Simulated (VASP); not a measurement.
# MnO (P-6m2) in VASP: further runs

Aim: see how the results for MnO move with the level of theory and the settings. Levels: LDA+U, PBE+U. Tasks: single point.

All numbers are computed with VASP 6.6.1; they aren't measurements. Logs are shortened: lines on timing, memory, paths and dates and some standing lists are left out, and cuts for length are marked.

## Step 1: The crystal as given

It takes space group P-6m2 (No. 187, hexagonal). The conventional cell has a = 2.969 Å, b = 2.969 Å, c = 2.898 Å, α = 90.00°, β = 90.00°, γ = 120.00°. Mn (site symmetry -6m2) has 6 O at 2.24 Å as nearest neighbours. O (site symmetry -6m2) is surrounded by 6 Mn at 2.24 Å.

Measurements of this composition are mostly on another form, of space group No. 225.

## Step 2: Single point, LDA+U, collinear spin, ferrimagnetic start

INCAR reads:

```
SYSTEM = MnO
PREC = Accurate
ENCUT = 520
EDIFF = 1E-6
ISMEAR = 0
SIGMA = 0.05
LREAL = .FALSE.
LASPH = .TRUE.
NELM = 150
ALGO = Normal
ISIF = 2
LWAVE = .FALSE.
LCHARG = .TRUE.
ISPIN = 2
MAGMOM = 4 -2 0 0
LORBIT = 11
LMAXMIX = 4
LDAU = .TRUE.
LDAUTYPE = 2
LDAUL = 2 -1
LDAUU = 6 0
LDAUJ = 0 0
LDAUPRINT = 1
LELF = .TRUE.
LVHAR = .TRUE.
```

KPOINTS reads:

```
Automatic mesh
0
G
  6 4 7
  0 0 0
```

POSCAR reads:

```
MnO
1.0
    1.4847429500      2.5716502300      0.0000000000
   -4.4542288700      2.5716502300      0.0000000000
    0.0000000000      0.0000000000      2.8980711300
Mn O
2 2
Direct
    0.0000000000      0.0000000000      0.0000000000
    0.5000000000      0.5000000000      0.0000000000
    0.5000000000      0.8333333333      0.5000000000
    0.0000000000      0.3333333333      0.5000000000
```

Potentials or basis: VASP PAW LDA potentials, release 64 (Mn_pv, O).

On the command line:

```
$ cat potpaw_LDA.64/Mn_pv/POTCAR potpaw_LDA.64/O/POTCAR > POTCAR
$ mpirun -np 1 vasp_std > vasp.out
```

OUTCAR:

```text
SYSTEM = MnO
   PREC = Accurate
   ENCUT = 520
   EDIFF = 1E-6
   ISMEAR = 0
   LREAL = .FALSE.
   LASPH = .TRUE.
   NELM = 150
   ISIF = 2
   ISPIN = 2
   LORBIT = 11

 ion  position               nearest neighbor table
   1  0.000  0.000  0.000-   3 2.24   3 2.24   3 2.24   3 2.24   4 2.24   4 2.24   2 2.97   2 2.97
                             2 2.97   2 2.97
   2  0.500  0.500  0.000-   4 2.24   4 2.24   4 2.24   4 2.24   3 2.24   3 2.24   1 2.97   1 2.97
                             1 2.97   1 2.97
   3  0.500  0.833  0.500-   1 2.24   1 2.24   1 2.24   1 2.24   2 2.24   2 2.24
   4  0.000  0.333  0.500-   2 2.24   2 2.24   2 2.24   2 2.24   1 2.24   1 2.24

  LATTYP: Found a simple orthorhombic cell.
 ALAT       =     2.8980711300
 B/A-ratio  =     1.0246421743
 C/A-ratio  =     1.7747323099

  Lattice vectors:

 A1 = (   0.0000000000,   0.0000000000,   2.8980711300)
 A2 = (   1.4847429500,   2.5716502300,   0.0000000000)
 A3 = (  -4.4542288700,   2.5716502300,   0.0000000000)

Analysis of symmetry for initial positions (statically):
=====================================================================
 Subroutine PRICEL returns following result:

  LATTYP: Found a hexagonal cell.
 ALAT       =     2.9694859038
 C/A-ratio  =     0.9759504587

  Lattice vectors:

 A1 = (  -1.4847429500,  -2.5716502300,   0.0000000000)
 A2 = (   2.9694859100,   0.0000000000,   0.0000000000)
 A3 = (   0.0000000000,   0.0000000000,   2.8980711300)

   2 primitive cells build up your supercell.

 Routine SETGRP: Setting up the symmetry group for a
 simple orthorhombic supercell.

 Subroutine GETGRP returns: Found  4 space group operations
 (whereof  4 operations were pure point group operations)
 out of a pool of  8 trial point group operations.

The static configuration has the point symmetry C_2v.

Analysis of symmetry for dynamics (positions and initial velocities):
=====================================================================
 Subroutine PRICEL returns following result:

  LATTYP: Found a hexagonal cell.
 ALAT       =     2.9694859038
 C/A-ratio  =     0.9759504587

  Lattice vectors:

 A1 = (  -1.4847429500,  -2.5716502300,   0.0000000000)
 A2 = (   2.9694859100,   0.0000000000,   0.0000000000)
 A3 = (   0.0000000000,   0.0000000000,   2.8980711300)

   2 primitive cells build up your supercell.

 Routine SETGRP: Setting up the symmetry group for a
 simple orthorhombic supercell.

 Subroutine GETGRP returns: Found  4 space group operations
 (whereof  4 operations were pure point group operations)
 out of a pool of  8 trial point group operations.

The dynamic configuration has the point symmetry C_2v.

Analysis of structural, dynamic, and magnetic symmetry:
=====================================================================
 Subroutine PRICEL returns:
 Original cell was already a primitive cell.

 Routine SETGRP: Setting up the symmetry group for a
 simple orthorhombic supercell.

 Subroutine GETGRP returns: Found  4 space group operations
 (whereof  4 operations were pure point group operations)
 out of a pool of  8 trial point group operations.

The overall configuration has the point symmetry C_2v.

 Subroutine INISYM returns: Found  4 space group operations
 (whereof  4 operations are pure point group operations),
 and found     1 'primitive' translations

----------------------------------------------------------------------------------------

                                     Primitive cell

  volume of cell :      44.2621

  direct lattice vectors                    reciprocal lattice vectors
     1.484742950  2.571650230  0.000000000     0.168379314  0.291641527  0.000000000
    -4.454228870  2.571650230  0.000000000    -0.168379314  0.097213842  0.000000000
     0.000000000  0.000000000  2.898071130     0.000000000  0.000000000  0.345057093

  length of vectors
     2.969485904  5.143300471  2.898071130     0.336758628  0.194427684  0.345057093

  position of ions in fractional coordinates (direct lattice)
     0.000000000  0.000000000  0.000000000
     0.500000000  0.500000000  0.000000000
     0.500000000  0.833333333  0.500000000
     0.000000000  0.333333333  0.500000000
[... 107 lines left out ...]
   J (eV)           for each species LDAUJ =   0.0  0.0
   GGA     = CA    functional components
   LHFCALC =     F    Hartree Fock is set to
   AEXX    =    0.0000 exact exchange contribution
   IVDW    =     0    specifies the selected vdW correction
   LEPSILON=     F    determine dielectric tensor
   LRPA    =     F    only Hartree local field effects (RPA)
 spin polarized calculation
 Gauss-broadening in eV      SIGMA  =   0.05
  energy-cutoff  :      520.00
  volume of cell :       44.26
 maximum number of plane-waves:      1212
 NGX is ok and might be reduce to    24

 number of electron      37.9999967 magnetization       0.4601872

 Free energy of the ion-electron system (eV)
  ---------------------------------------------------
  ext. energy  EPLUGINS =         0.00000000
  ---------------------------------------------------
  free energy    TOTEN  =       -29.01438650 eV

  energy without entropy =      -29.00825393  energy(sigma->0) =      -29.01132021

atom =   1  type =  1  l = 2

 onsite density matrix

spin component  1

  0.9380 -0.0000 -0.0031 -0.0000 -0.0008
 -0.0000  0.9711  0.0000  0.0003 -0.0000
 -0.0031  0.0000  0.9355  0.0000  0.0018
 -0.0000  0.0003  0.0000  0.9707 -0.0000
 -0.0008 -0.0000  0.0018 -0.0000  0.9370

spin component  2

  0.0336  0.0000  0.0006 -0.0000 -0.0008
  0.0000  0.0616  0.0000 -0.0002  0.0000
  0.0006  0.0000  0.0235 -0.0000 -0.0003
 -0.0000 -0.0002 -0.0000  0.0618  0.0000
 -0.0008  0.0000 -0.0003  0.0000  0.0327

 occupancies and eigenvectors

  o =  0.0235  v =  0.0000  0.0000  0.0000  0.0000  0.0000  0.0555  0.0000 -0.9979 -0.0000 -0.0321      0.0000  0.0000  0.0000  0.0000  0.0000  0.0000  0.0000  0.0000  0.0000  0.0000
  o =  0.0322  v =  0.0000  0.0000  0.0000  0.0000  0.0000  0.5000 -0.0000 -0.0000 -0.0000  0.8660      0.0000  0.0000  0.0000  0.0000  0.0000  0.0000  0.0000  0.0000  0.0000  0.0000
  o =  0.0340  v =  0.0000  0.0000  0.0000  0.0000  0.0000  0.8642 -0.0000  0.0641  0.0000 -0.4990      0.0000  0.0000  0.0000  0.0000  0.0000  0.0000  0.0000  0.0000  0.0000  0.0000
  o =  0.0615  v =  0.0000  0.0000  0.0000  0.0000  0.0000 -0.0000 -0.8660 -0.0000 -0.5000 -0.0000      0.0000  0.0000  0.0000  0.0000  0.0000  0.0000  0.0000  0.0000  0.0000  0.0000
  o =  0.0618  v =  0.0000  0.0000  0.0000  0.0000  0.0000 -0.0000 -0.5000 -0.0000  0.8660  0.0000      0.0000  0.0000  0.0000  0.0000  0.0000  0.0000  0.0000  0.0000  0.0000  0.0000
  o =  0.9332  v =  0.4827 -0.0000  0.8303 -0.0000 -0.2787  0.0000  0.0000  0.0000  0.0000  0.0000      0.0000  0.0000  0.0000  0.0000  0.0000  0.0000  0.0000  0.0000  0.0000  0.0000
  o =  0.9365  v = -0.5000 -0.0000  0.0000 -0.0000 -0.8660  0.0000  0.0000  0.0000  0.0000  0.0000      0.0000  0.0000  0.0000  0.0000  0.0000  0.0000  0.0000  0.0000  0.0000  0.0000
  o =  0.9408  v = -0.7190 -0.0000  0.5574 -0.0000  0.4151  0.0000  0.0000  0.0000  0.0000  0.0000      0.0000  0.0000  0.0000  0.0000  0.0000  0.0000  0.0000  0.0000  0.0000  0.0000
  o =  0.9705  v =  0.0000  0.5000  0.0000 -0.8660 -0.0000  0.0000  0.0000  0.0000  0.0000  0.0000      0.0000  0.0000  0.0000  0.0000  0.0000  0.0000  0.0000  0.0000  0.0000  0.0000
  o =  0.9713  v =  0.0000  0.8660  0.0000  0.5000 -0.0000  0.0000  0.0000  0.0000  0.0000  0.0000      0.0000  0.0000  0.0000  0.0000  0.0000  0.0000  0.0000  0.0000  0.0000  0.0000

atom =   2  type =  1  l = 2

 onsite density matrix

spin component  1

  0.0336  0.0000  0.0006  0.0000 -0.0008
  0.0000  0.0616  0.0000 -0.0002  0.0000
  0.0006  0.0000  0.0235  0.0000 -0.0003
  0.0000 -0.0002  0.0000  0.0618 -0.0000
 -0.0008  0.0000 -0.0003 -0.0000  0.0327

spin component  2

  0.9380  0.0000 -0.0031  0.0000 -0.0008
  0.0000  0.9711  0.0000  0.0003  0.0000
 -0.0031  0.0000  0.9355 -0.0000  0.0018
  0.0000  0.0003 -0.0000  0.9707  0.0000
 -0.0008  0.0000  0.0018  0.0000  0.9370

 occupancies and eigenvectors

  o =  0.0235  v =  0.0557 -0.0000 -0.9979  0.0000 -0.0321  0.0000  0.0000  0.0000  0.0000  0.0000      0.0000  0.0000  0.0000  0.0000  0.0000  0.0000  0.0000  0.0000  0.0000  0.0000
  o =  0.0322  v =  0.5000 -0.0000 -0.0000  0.0000  0.8660  0.0000  0.0000  0.0000  0.0000  0.0000      0.0000  0.0000  0.0000  0.0000  0.0000  0.0000  0.0000  0.0000  0.0000  0.0000
  o =  0.0340  v =  0.8642 -0.0000  0.0643 -0.0000 -0.4990  0.0000  0.0000  0.0000  0.0000  0.0000      0.0000  0.0000  0.0000  0.0000  0.0000  0.0000  0.0000  0.0000  0.0000  0.0000
  o =  0.0615  v =  0.0000  0.8660  0.0000  0.5000  0.0000  0.0000  0.0000  0.0000  0.0000  0.0000      0.0000  0.0000  0.0000  0.0000  0.0000  0.0000  0.0000  0.0000  0.0000  0.0000
  o =  0.0619  v =  0.0000  0.5000 -0.0000 -0.8660  0.0000  0.0000  0.0000  0.0000  0.0000  0.0000      0.0000  0.0000  0.0000  0.0000  0.0000  0.0000  0.0000  0.0000  0.0000  0.0000
  o =  0.9332  v =  0.0000  0.0000  0.0000  0.0000  0.0000  0.4825 -0.0000  0.8304 -0.0000 -0.2786      0.0000  0.0000  0.0000  0.0000  0.0000  0.0000  0.0000  0.0000  0.0000  0.0000
  o =  0.9365  v =  0.0000  0.0000  0.0000  0.0000  0.0000 -0.5000 -0.0000  0.0000  0.0000 -0.8660      0.0000  0.0000  0.0000  0.0000  0.0000  0.0000  0.0000  0.0000  0.0000  0.0000
  o =  0.9408  v =  0.0000  0.0000  0.0000  0.0000  0.0000  0.7192 -0.0000 -0.5571 -0.0000 -0.4152      0.0000  0.0000  0.0000  0.0000  0.0000  0.0000  0.0000  0.0000  0.0000  0.0000
  o =  0.9705  v =  0.0000  0.0000  0.0000  0.0000  0.0000  0.0000 -0.5000  0.0000  0.8660  0.0000      0.0000  0.0000  0.0000  0.0000  0.0000  0.0000  0.0000  0.0000  0.0000  0.0000
  o =  0.9713  v =  0.0000  0.0000  0.0000  0.0000  0.0000  0.0000  0.8660  0.0000  0.5000 -0.0000      0.0000  0.0000  0.0000  0.0000  0.0000  0.0000  0.0000  0.0000  0.0000  0.0000

 number of electron      37.9999968 magnetization       0.0000155

 Free energy of the ion-electron system (eV)
  ---------------------------------------------------
  ext. energy  EPLUGINS =         0.00000000
  ---------------------------------------------------
  free energy    TOTEN  =       -31.36706597 eV

  energy without entropy =      -31.36706597  energy(sigma->0) =      -31.36706597

 E-fermi :   6.0413     XC(G=0): -12.3057

 val. band max:        5.6678656784   @ k =   0.0000   0.5000   0.4286
 cond. band min:       6.7040078356   @ k =   0.0000   0.0000   0.0000
 fundamental gap:      1.0361421572
 Fermi energy:         6.0412736487

 spin component 1

 k-point     1 :       0.0000    0.0000    0.0000
  band No.  band energies     occupation
      1     -43.1415      1.00000
      2     -43.0980      1.00000
      3     -42.9347      1.00000
      4     -38.6491      1.00000
      5     -38.5887      1.00000
      6     -38.4064      1.00000
[... 1289 lines left out ...]
     23      11.3701      0.00000
     24      11.6555      0.00000

 [... further k-points ...]
[... 5 lines left out ...]
  --------------------------------------------------------------------------------------
  -------------------------------------------------------------------------------------
  Total       -0.5463500     -0.1888970     -5.8068725      0.3095634     -0.0000000      0.0000000
  in kB      -19.7764956     -6.8375968   -210.1941720     11.2054150     -0.0000000      0.0000000
  external PRESSURE =     -78.9360881 kB  Pullay stress =       0.0000000 kB

 VOLUME and BASIS-vectors are now :
 -----------------------------------------------------------------------------
  energy-cutoff  :      520.00
  volume of cell :       44.26
      direct lattice vectors                 reciprocal lattice vectors
     1.484742950  2.571650230  0.000000000     0.168379314  0.291641527  0.000000000
    -4.454228870  2.571650230  0.000000000    -0.168379314  0.097213842  0.000000000
     0.000000000  0.000000000  2.898071130     0.000000000  0.000000000  0.345057093

 POSITION                                       TOTAL-FORCE (eV/Angst)
 -----------------------------------------------------------------------------------
      0.00000      0.00000      0.00000        -0.009193      0.005308      0.000000
     -1.48474      2.57165      0.00000        -0.009240      0.005334      0.000000
     -2.96949      3.42887      1.44904         0.009366     -0.005408      0.000000
     -1.48474      0.85722      1.44904         0.009066     -0.005235      0.000000
 -----------------------------------------------------------------------------------
    total drift:                               -0.000343      0.000198     -0.000000

  FREE ENERGIE OF THE ION-ELECTRON SYSTEM (eV)
  ---------------------------------------------------
  free  energy   TOTEN  =       -31.3670659749 eV

  energy  without entropy=      -31.3670659749  energy(sigma->0) =      -31.36706597

 total charge

# of ion       s       p       d       tot
------------------------------------------
    1        0.222   6.194   4.945  11.361
    2        0.222   6.194   4.945  11.361
    3        1.545   3.415   0.000   4.960
    4        1.545   3.415   0.000   4.960
--------------------------------------------------
tot          3.533  19.217   9.891  32.642

 magnetization (x)

# of ion       s       p       d       tot
------------------------------------------
    1        0.021   0.023   4.529   4.573
    2       -0.021  -0.023  -4.529  -4.573
    3        0.006   0.032   0.000   0.037
    4       -0.006  -0.032   0.000  -0.037
--------------------------------------------------
tot          0.000  -0.000  -0.000  -0.000
```

It took 38 s on 1 thread of Intel Xeon 6975P-C (Granite Rapids), shared host; peak memory 0.2 GiB.

Results:

```
Free energy                                           : -31.3671 eV
Pressure                                              : -7.9 GPa
Largest force                                         : 0.011 eV/Å
Band gap on the k mesh                                : 1.04 eV
Net moment                                            : 0.00 μB per cell
Site moments                                          : Mn +4.57, -4.57; O +0.04, -0.04 μB
Valence electrons inside the program's atomic spheres : Mn 11.36; O 4.96
```

Forces in eV/Å, atoms in the order of the input:
```
Mn  -0.009  0.005  0.000
Mn  -0.009  0.005  0.000
O    0.009 -0.005  0.000
O    0.009 -0.005  0.000
```

Levels at points of the mesh, in eV from the valence-band top:
Spin up:
```tsv
k point	band 16	band 17	band 18	band 19	band 20	band 21	band 22	band 23
(0.00, 0.00, 0.00)	-2.02	-0.96	-0.81	-0.74	1.04	3.38	5.04	5.71
(0.50, 0.00, 0.00)	-2.82	-2.14	-1.46	-0.43	3.63	4.12	5.56	5.70
(0.00, 0.50, 0.00)	-2.12	-1.88	-0.90	-0.73	2.32	3.62	4.52	5.16
(0.50, 0.50, 0.00)	-2.01	-1.84	-1.36	-0.41	3.76	4.31	5.72	5.92
```
Spin down:
```tsv
k point	band 15	band 16	band 17	band 18	band 19	band 20	band 21	band 22	band 23	band 24
(0.00, 0.00, 0.00)	-2.06	-2.02	-0.96	-0.81	-0.74	1.04	3.38	5.04	5.71	5.78
(0.50, 0.00, 0.00)	-3.60	-2.82	-2.14	-1.46	-0.43	3.63	4.12	5.56	5.70	6.08
(0.00, 0.50, 0.00)	-2.12	-2.12	-1.88	-0.90	-0.73	2.32	3.62	4.52	5.16	5.71
(0.50, 0.50, 0.00)	-3.05	-2.01	-1.84	-1.36	-0.41	3.76	4.31	5.72	5.92	6.00
```

Eigenvalues of the final occupation matrices:
```tsv
site	spin	trace	eigenvalues
site 1 d	1	4.75	0.93 0.94 0.94 0.97 0.97
site 1 d	2	0.21	0.02 0.03 0.03 0.06 0.06
site 2 d	1	0.21	0.02 0.03 0.03 0.06 0.06
site 2 d	2	4.75	0.93 0.94 0.94 0.97 0.97
```

Caveat: an odd mesh through Γ misses points on the zone boundary, where band edges often lie. The state reached can hang on the start; a lower one may exist.

## Step 3: Single point, LDA+U, collinear spin, random start

This run uses another cell than the first one: it holds 2 atoms, not 4.

INCAR reads:

```
PREC = Accurate
ENCUT = 520
EDIFF = 1E-7
ISMEAR = 0
SIGMA = 0.05
LREAL = F
LASPH = T
NELM = 100
ALGO = Normal
ISIF = 2
LWAVE = F
LCHARG = F
ISPIN = 2
MAGMOM = -4.67 0
LORBIT = 11
LMAXMIX = 4
LDAU = T
LDAUTYPE = 2
LDAUL = 2 -1
LDAUU = 6 0
LDAUJ = 0 0
LDAUPRINT = 1
NBANDS = 20
```

KPOINTS reads:

```
Automatic mesh
0
Gamma
  7 7 7
```

POSCAR reads:

```
MnO
1.0
    2.9694859100      0.0000000000      0.0000000000
   -1.4847429600      2.5716502300      0.0000000000
    0.0000000000      0.0000000000      2.8980711300
Mn O
1 1
Direct
    0.0000000000      0.0000000000      0.0000000000
    0.6666666667      0.3333333333      0.5000000000
```

Potentials or basis: VASP PAW LDA potentials, release 64 (Mn_pv, O).

On the command line:

```
$ cat potpaw_LDA.64/Mn_pv/POTCAR potpaw_LDA.64/O/POTCAR > POTCAR
$ mpirun -np 1 vasp_std > vasp.out
```

Wall time 13 s (1 thread of Intel Xeon 6975P-C (Granite Rapids), shared host); peak memory 0.14 GiB.

It converged, with:

- Free energy: -15.5778 eV
- Pressure: -4.5 GPa
- Band gap on the k mesh: 0.49 eV, indirect (least direct gap 1.02 eV)
- Net moment: -5.00 μB per cell
- Site moments: Mn -4.63; O -0.13 μB
- Valence electrons inside the program's atomic spheres: Mn 11.36; O 4.96

Stress tensor (GPa, compression positive):
```
  2.79   0.00   0.00
  0.00   2.79   0.00
  0.00   0.00 -19.19
```

Levels at points of the mesh, in eV from the valence-band top:
Spin up:
| k point | band 5 | band 6 | band 7 | band 8 | band 9 | band 10 |
| --- | --- | --- | --- | --- | --- | --- |
| (0.00, 0.00, 0.00) | -2.02 | -1.72 | -1.72 | 1.06 | 3.35 | 5.32 |
Spin down:
```csv
k point,band 9,band 10,band 11,band 12,band 13,band 14,band 15,band 16
"(0.00, 0.00, 0.00)",-3.72,-2.40,-0.52,-0.52,0.49,13.23,15.38,15.38
```

Eigenvalues of the final occupation matrices:
| site | spin | trace | eigenvalues |
| --- | --- | --- | --- |
| site 1 d | 1 | 0.19 | 0.02 0.03 0.03 0.06 0.06 |
| site 1 d | 2 | 4.78 | 0.94 0.94 0.94 0.97 0.97 |

Caveat: an odd mesh through Γ misses points on the zone boundary, where band edges often lie; a cell with one magnetic atom can't hold antiferromagnetic order, which such compounds often take. The state reached can hang on the start; a lower one may exist.

## Step 4: Single point, LDA+U, collinear spin, ferromagnetic start

This run uses another cell than the first one: it holds 2 atoms, not 4.

INCAR reads:

```
SYSTEM = MnO
  PREC = Accurate
  ENCUT = 520
  EDIFF = 1E-6
  ISMEAR = 0
  SIGMA = 0.05
  LREAL = .False.
  LASPH = .True.
  NELM = 100
  ALGO = Normal
  ISIF = 2
  LWAVE = .False.
  LCHARG = .True.
  ISPIN = 2
  MAGMOM = 4 0
  LORBIT = 11
  NUPDOWN = 0
  LMAXMIX = 4
  LDAU = .True.
  LDAUTYPE = 2
  LDAUL = 2 -1
  LDAUU = 6 0
  LDAUJ = 0 0
  LDAUPRINT = 1
  LELF = .True.
  LVHAR = .True.
  NBANDS = 20
```

KPOINTS reads:

```
regular mesh
0
Gamma
  7 7 7
  0 0 0
```

POSCAR is that of step 3.

On the command line:

```
$ cat potpaw_LDA.64/Mn_pv/POTCAR potpaw_LDA.64/O/POTCAR > POTCAR
$ mpirun -np 1 vasp_std > vasp.out
```

Run time: 19 s. Hardware: 1 thread of Intel Xeon 6975P-C (Granite Rapids), shared host; peak memory 0.14 GiB.

The run converged. Its results:

* Free energy: -11.1570 eV
* Pressure: -20.3 GPa
* Net moment: 0.00 μB per cell
* Site moments: Mn -0.22; O +0.18 μB
* Valence electrons inside the program's atomic spheres: Mn 11.39; O 4.90

Stress tensor (GPa, compression positive):
```
-16.62   0.00   0.00
  0.00 -16.62   0.00
  0.00   0.00 -27.51
```

Eigenvalues of the final occupation matrices:
```
    site  spin  trace               eigenvalues
site 1 d     1   2.39  0.14 0.14 0.19 0.96 0.96
site 1 d     2   2.63  0.07 0.07 0.79 0.79 0.91
```

Caveat: the moment is held away from its start; the total moment is fixed, so each spin has its own Fermi level.

(Continued in part 2 of 2.)
